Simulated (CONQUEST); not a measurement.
Crystal: Ni.

```
Ni
1.0
     2.76743    0.00000    0.00000
     0.00000    2.76743    0.00000
     0.00000    0.00000    2.76743
Ni
2
Direct
  0.00000 0.00000 0.00000
  0.50000 0.50000 0.50000
```

This isn't the form of Ni at room conditions, which is fcc.

```yaml
Program: CONQUEST 1.3
Task: single point
Functional: PBE
Potentials_or_basis: PseudoDojo NC PBE, DZP, grid cutoff 150 Ha
k_mesh: 10 × 10 × 10
Occupations: fermi-dirac, width 0.05 eV
Spin: collinear spin, ferromagnetic start
Starting_moments: "[1.0, 1.0] μB"
```

On this cell: pressure 9.7 GPa; largest force zero by symmetry; net moment 1.10 μB per cell; site moments Ni +0.55 μB; band gap on the k mesh none (metal or under the smearing width).

The same run follows on a disturbed copy (atoms of the box moved at random, drawn with an rms of 0.05 Å):

```xyz
2
Lattice="2.7674 0.0000 0.0000 0.0000 2.7674 0.0000 0.0000 0.0000 2.7674" Properties=species:S:1:pos:R:3 pbc="T T T"
Ni    0.0178   -0.0071   -0.0112
Ni    1.3973    1.4056    1.4036
```

Q: What changes?

A: The energy (extrapolated to zero smearing) moves by +4.1 meV/atom; pressure 9.8 GPa; largest force 0.383 eV/Å; net moment 1.10 μB per cell; site moments Ni +0.55 μB; band gap on the k mesh none (metal or under the smearing width).

Forces in eV/Å, atoms in the order of the input:
```
Ni  -0.033  0.261  0.279
Ni   0.039 -0.259 -0.278
```

Stress tensor (GPa, compression positive):
```
 9.87 -0.03 -0.03
-0.03  9.84  0.18
-0.03  0.18  9.84
```

Caveats: the basis of atomic orbitals isn't converged, which shifts pressures, moduli and gaps; the box holds several primitive cells, so bands are folded and the points are those of the box's own zone (some runs).
